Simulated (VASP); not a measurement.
# PtS2 (P-3m1) in VASP: notebook

The runs below take PtS2 through relaxation of cell and atoms, with r2SCAN, r2SCAN+rVV10.

Program: VASP 6.6.1. These are calculated values, not measurements. Logs are shortened: lines on timing, memory, paths and dates and some standing lists are left out, and cuts for length are marked.

## Step 1: Starting point

The structure is trigonal, space group P-3m1 (No. 164). Conventional cell: a = 3.549 Å, b = 3.549 Å, c = 5.597 Å, α = 90.00°, β = 90.00°, γ = 120.00°. Pt (site symmetry -3m) is surrounded by 6 S at 2.39 Å. Around S (site symmetry 3m) lie 3 Pt at 2.39 Å.

The cell is a database's computed one.

## Step 2: Relaxation of cell and atoms, r2SCAN

File INCAR:

```
SYSTEM = PtS2
PREC     = Accurate       ! precision mode
ENCUT    = 600            ! plane-wave cutoff, eV
EDIFF    = 1E-7           ! SCF threshold, eV
ISMEAR   = 0              ! smearing method
SIGMA    = 0.02           ! smearing width, eV
LREAL    = .False.        ! projectors in reciprocal space
LASPH    = .True.         ! aspherical terms in the spheres
NELM     = 100            ! most SCF steps
ALGO     = Normal         ! electronic algorithm
ISIF     = 3              ! what is computed and relaxed
LWAVE    = .False.        ! write WAVECAR
LCHARG   = .False.        ! write CHGCAR
METAGGA  = R2SCAN         ! meta-GGA
LMIXTAU  = .True.       
IBRION   = 2              ! ionic algorithm
NSW      = 90             ! ionic steps
EDIFFG   = -0.005         ! ionic threshold
```

File KPOINTS:

```
regular mesh
0
Gamma
  9 9 6
  0 0 0
```

File POSCAR:

```
PtS2
1.0
    3.5487421900      0.0000000000      0.0000000000
   -1.7743710900      3.0733008900      0.0000000000
    0.0000000000      0.0000000000      5.5970665400
Pt S
1 2
Direct
    0.0000000000      0.0000000000      0.0000000000
    0.6666666700      0.3333333300      0.7796640600
    0.3333333300      0.6666666700      0.2203359400
```

Potentials or basis: VASP PAW PBE potentials, release 64 (Pt, S).

Command:

```console
$ cat potpaw_PBE.64/Pt/POTCAR potpaw_PBE.64/S/POTCAR > POTCAR
$ mpirun -np 1 vasp_std > vasp.out
```

OUTCAR:

```text
SYSTEM = PtS2
   PREC = Accurate
   ENCUT = 600
   EDIFF = 1E-7
   ISMEAR = 0
   LREAL = .False.
   LASPH = .True.
   NELM = 100
   ISIF = 3
   METAGGA = R2SCAN
   IBRION = 2
   NSW = 90
   EDIFFG = -0.005

 ion  position               nearest neighbor table
   1  0.000  0.000  0.000-   2 2.39   3 2.39   3 2.39   2 2.39   2 2.39   3 2.39
   2  0.667  0.333  0.780-   1 2.39   1 2.39   1 2.39
   3  0.333  0.667  0.220-   1 2.39   1 2.39   1 2.39

  LATTYP: Found a hexagonal cell.
 ALAT       =     3.5487421900
 C/A-ratio  =     1.5771972830

  Lattice vectors:

 A1 = (   3.5487421900,   0.0000000000,   0.0000000000)
 A2 = (  -1.7743710900,   3.0733008900,   0.0000000000)
 A3 = (   0.0000000000,   0.0000000000,   5.5970665400)

Analysis of symmetry for initial positions (statically):
=====================================================================
 Subroutine PRICEL returns:
 Original cell was already a primitive cell.

 Routine SETGRP: Setting up the symmetry group for a
 hexagonal supercell.

 Subroutine GETGRP returns: Found 12 space group operations
 (whereof 12 operations were pure point group operations)
 out of a pool of 24 trial point group operations.

The static configuration has the point symmetry D_3d.

Analysis of symmetry for dynamics (positions and initial velocities):
=====================================================================
 Subroutine PRICEL returns:
 Original cell was already a primitive cell.

 Routine SETGRP: Setting up the symmetry group for a
 hexagonal supercell.

 Subroutine GETGRP returns: Found 12 space group operations
 (whereof 12 operations were pure point group operations)
 out of a pool of 24 trial point group operations.

The dynamic configuration has the point symmetry D_3d.

 Subroutine INISYM returns: Found 12 space group operations
 (whereof 12 operations are pure point group operations),
 and found     1 'primitive' translations

----------------------------------------------------------------------------------------

                                     Primitive cell

  volume of cell :      61.0436

  direct lattice vectors                    reciprocal lattice vectors
     3.548742190  0.000000000  0.000000000     0.281789983  0.162691522  0.000000000
    -1.774371090  3.073300890  0.000000000     0.000000000  0.325383044  0.000000000
     0.000000000  0.000000000  5.597066540     0.000000000  0.000000000  0.178665019

  length of vectors
     3.548742190  3.548742189  5.597066540     0.325383044  0.325383044  0.178665019

  position of ions in fractional coordinates (direct lattice)
     0.000000000  0.000000000  0.000000000
     0.666666670  0.333333330  0.779664060
     0.333333330  0.666666670  0.220335940

  ion indices of the primitive-cell ions
   primitive index   ion index
                 1           1
                 2           2
                 3           3

----------------------------------------------------------------------------------------

 KPOINTS: regular mesh

Automatic generation of k-mesh.
 Grid dimensions read from file:
 generate k-points for:    9    9    6

 Generating k-lattice:

  Cartesian coordinates                     Fractional coordinates (reciprocal lattice)
     0.031309998  0.018076836  0.000000000     0.111111111  0.000000000  0.000000000
     0.000000000  0.036153672  0.000000000     0.000000000  0.111111111  0.000000000
     0.000000000  0.000000000  0.029777503     0.000000000  0.000000000  0.166666667

  Length of vectors
     0.036153672  0.036153672  0.029777503

  Shift w.r.t. Gamma in fractional coordinates (k-lattice)
     0.000000000  0.000000000  0.000000000

 Subroutine IBZKPT returns following result:
 ===========================================

 Found     62 irreducible k-points:

 Following reciprocal coordinates:
            Coordinates               Weight
  0.000000  0.000000  0.000000      1.000000
  0.111111  0.000000  0.000000      6.000000
  0.222222  0.000000  0.000000      6.000000
  0.333333  0.000000  0.000000      6.000000
  0.444444  0.000000  0.000000      6.000000
  0.111111  0.111111  0.000000      6.000000
[... 16 lines left out ...]
  0.222222  0.111111  0.166667     12.000000
 -0.111111  0.333333  0.166667     12.000000
 [... further k-points ...]
   k-points           NKPTS =     62   k-points in BZ     NKDIM =     62   number of bands    NBANDS=     15
   number of dos      NEDOS =    301   number of ions     NIONS =      3
   total plane-waves  NPLWV =  37632
   dimension x,y,z NGX =    28 NGY =   28 NGZ =   48
   dimension x,y,z NGXF=    56 NGYF=   56 NGZF=   96
   ions per type =               1   2
   NGX,Y,Z   is equivalent  to a cutoff of  13.12, 13.12, 14.26 a.u.
   NGXF,Y,Z  is equivalent  to a cutoff of  26.23, 26.23, 28.51 a.u.
 SYSTEM =  PtS2
   PREC   = accura    normal or accurate (medium, high low for compatibility)
   ISTART =      0    job   : 0-new  1-cont  2-samecut
   ICHARG =      2    charge: 1-file 2-atom 10-const
   ISPIN  =      1    spin polarized calculation?
   LNONCOLLINEAR =      F non collinear calculations
   LSORBIT =      F    spin-orbit coupling
   LASPH  =      T    aspherical Exc in radial PAW
   ENCUT  =  600.0 eV  44.10 Ry    6.64 a.u.   7.09  7.09 11.18*2*pi/ulx,y,z
   NELM   =    100;   NELMIN=  2; NELMDL= -5     # of ELM steps
   EDIFF  = 0.1E-06   stopping-criterion for ELM
   LREAL  =      F    real-space projection
   EDIFFG = -.5E-02   stopping-criterion for IOM
   NSW    =     90    number of steps for IOM
   IBRION =      2    ionic relax: 0-MD 1-quasi-New 2-CG
   NFREE  =      1    steps in history (QN), initial steepest desc. (CG)
   ISIF   =      3    stress and relaxation
   ISYM   =      2    0-nonsym 1-usesym 2-fastsym
   POTIM  = 0.5000    time-step for ionic-motion
   TEBEG  =    0.0;   TEEND  =   0.0 temperature during run
   PSTRESS=    0.0 pullay stress
   NELECT =      22.0000    total number of electrons
   NUPDOWN=      -1.0000    fix difference up-down
   EMIN   =  10.00;   EMAX   =-10.00  energy-range for DOS
   EFERMI =   0.00;   METHOD = LEGACY
   ISMEAR =     0;   SIGMA  =   0.02  broadening in eV -4-tet -1-fermi 0-gaus
   EFERMI_NEDOS =   21; number of points for ismear=-14 and -15
   IALGO  =     38    algorithm
   IMIX   =      4    mixing-type and parameters
     AMIX     =   0.40;   BMIX     =  1.00
     AMIX_MAG =   1.60;   BMIX_MAG =  1.00
  volume/ion in A,a.u.               =      20.35       137.31
  Fermi-wavevector in a.u.,A,eV,Ry     =   1.165026  2.201580 18.467000  1.357286
  Thomas-Fermi vector in A             =   2.301557
   LORBIT       =      0    0 simple, 1 ext, 2 COOP (PROOUT), +10 PAW based schemes
   METAGGA = R2SCAN    functional components
   LHFCALC =     F    Hartree Fock is set to
   AEXX    =    0.0000 exact exchange contribution
   IVDW    =     0    specifies the selected vdW correction
   LEPSILON=     F    determine dielectric tensor
   LRPA    =     F    only Hartree local field effects (RPA)
 conjugate gradient relaxation of ions
 non-spin polarized calculation
 Gauss-broadening in eV      SIGMA  =   0.02
  energy-cutoff  :      600.00
  volume of cell :       61.04
 maximum number of plane-waves:      2061
   NGX = 15   NGY = 15   NGZ = 23

--------------------------------------- Ionic step        1  -------------------------------------------

 number of electron      21.9999999 magnetization

 Free energy of the ion-electron system (eV)
  ---------------------------------------------------
  ext. energy  EPLUGINS =         0.00000000
  ---------------------------------------------------
  free energy    TOTEN  =       -68.87370724 eV

  energy without entropy =      -68.87370724  energy(sigma->0) =      -68.87370724

------------------------ aborting loop because EDIFF is reached ----------------------------------------

  FORCE on cell =-STRESS in cart. coord.  units (eV):
  Direction    XX          YY          ZZ          XY          YZ          ZX
  --------------------------------------------------------------------------------------
  -------------------------------------------------------------------------------------
  Total       -0.0237738     -0.0237738     -0.0214582     -0.0000000      0.0000000      0.0000000
  in kB       -0.6239776     -0.6239776     -0.5632021     -0.0000000      0.0000000      0.0000000
  external PRESSURE =      -0.6037191 kB  Pullay stress =       0.0000000 kB
[... 59 lines left out ...]
  energy  without entropy=      -68.8736939526  energy(sigma->0) =      -68.87369395

--------------------------------------- Ionic step        3  -------------------------------------------

 number of electron      22.0000000 magnetization

 Free energy of the ion-electron system (eV)
  ---------------------------------------------------
  ext. energy  EPLUGINS =         0.00000000
  ---------------------------------------------------
  free energy    TOTEN  =       -68.87371311 eV

  energy without entropy =      -68.87371311  energy(sigma->0) =      -68.87371311

 E-fermi :   4.8941     XC(G=0): -10.6102

 val. band max:        4.7822151976   @ k =   0.0000   0.2222   0.1667
 cond. band min:       6.1922112918   @ k =   0.0000   0.2222   0.3333
 fundamental gap:      1.4099960942
 Fermi energy:         4.8940933038

 k-point     1 :       0.0000    0.0000    0.0000
  band No.  band energies     occupation
      1     -10.3816      2.00000
      2      -7.8237      2.00000
      3      -1.5073      2.00000
      4      -1.4294      2.00000
      5      -1.4294      2.00000
      6       1.3229      2.00000
      7       1.3229      2.00000
      8       3.2029      2.00000
      9       4.1276      2.00000
     10       4.1276      2.00000
     11       4.6561      2.00000
     12       7.6938      0.00000
     13       7.6938      0.00000
     14      10.7935      0.00000
     15      10.9450      0.00000
[... 397 lines left out ...]
 k-point    24 :      -0.1111    0.3333    0.1667
  band No.  band energies     occupation
      1      -9.3619      2.00000
      2      -8.1390      2.00000
      3      -1.2528      2.00000
      4      -1.0238      2.00000
      5      -0.3900      2.00000
      6       0.0347      2.00000
      7       0.7676      2.00000
      8       2.1075      2.00000
      9       3.4506      2.00000
     10       3.6230      2.00000
     11       4.6416      2.00000
     12       6.3626      0.00000
     13       7.1402      0.00000
     14      11.3748      0.00000
     15      13.3412      0.00000

 [... further k-points ...]

------------------------ aborting loop because EDIFF is reached ----------------------------------------

  FORCE on cell =-STRESS in cart. coord.  units (eV):
  Direction    XX          YY          ZZ          XY          YZ          ZX
  --------------------------------------------------------------------------------------
  -------------------------------------------------------------------------------------
  Total        0.0064871      0.0064871      0.0034958      0.0000000      0.0000000      0.0000000
  in kB        0.1703338      0.1703338      0.0917897      0.0000000      0.0000000      0.0000000
  external PRESSURE =       0.1441525 kB  Pullay stress =       0.0000000 kB
[... 18 lines left out ...]
  FREE ENERGIE OF THE ION-ELECTRON SYSTEM (eV)
  ---------------------------------------------------
  free  energy   TOTEN  =       -68.8737131126 eV

  energy  without entropy=      -68.8737131126  energy(sigma->0) =      -68.87371311

 reached required accuracy - stopping structural energy minimisation
```

Run time: 7.8 min. Hardware: 1 thread of Intel Xeon Platinum 8375C at 2.90GHz (Ice Lake), shared host; peak memory 0.25 GiB.

What came out:

```
Free energy                            : -68.8737 eV
Relaxed volume                         : 20.34 Å³/atom
Relaxed cell                           : a = 3.548 Å, b = 3.548 Å, c = 5.596 Å, α = 90.00°, β = 90.00°, γ = 120.00°
Space group after relaxing (to 0.05 Å) : P-3m1 (No. 164)
Energy gained by relaxing              : 0.0 meV/atom
Ionic steps                            : 3
Pressure after relaxing                : 0.0 GPa
Band gap on the k mesh                 : 1.41 eV, indirect (least direct gap 1.46 eV)
```

Final structure:
```xyz
3
Lattice="3.5482 0.0000 0.0000 -1.7741 3.0729 0.0000 0.0000 0.0000 5.5963" Properties=species:S:1:pos:R:3 pbc="T T T"
Pt   -1.7741    3.0729    0.0000
S     1.7741    1.0243    4.3634
S     0.0000    2.0486    1.2329
```

Caveat: the PAW data sets were made with another functional, which shifts forces and pressure a little; spin-orbit coupling is left out, which moves the levels of the heavy elements; an odd mesh through Γ misses points on the zone boundary, where band edges often lie. r2SCAN opens gaps a little over a GGA but as a rule still falls short of measured ones.

[end of part 1 of 2]
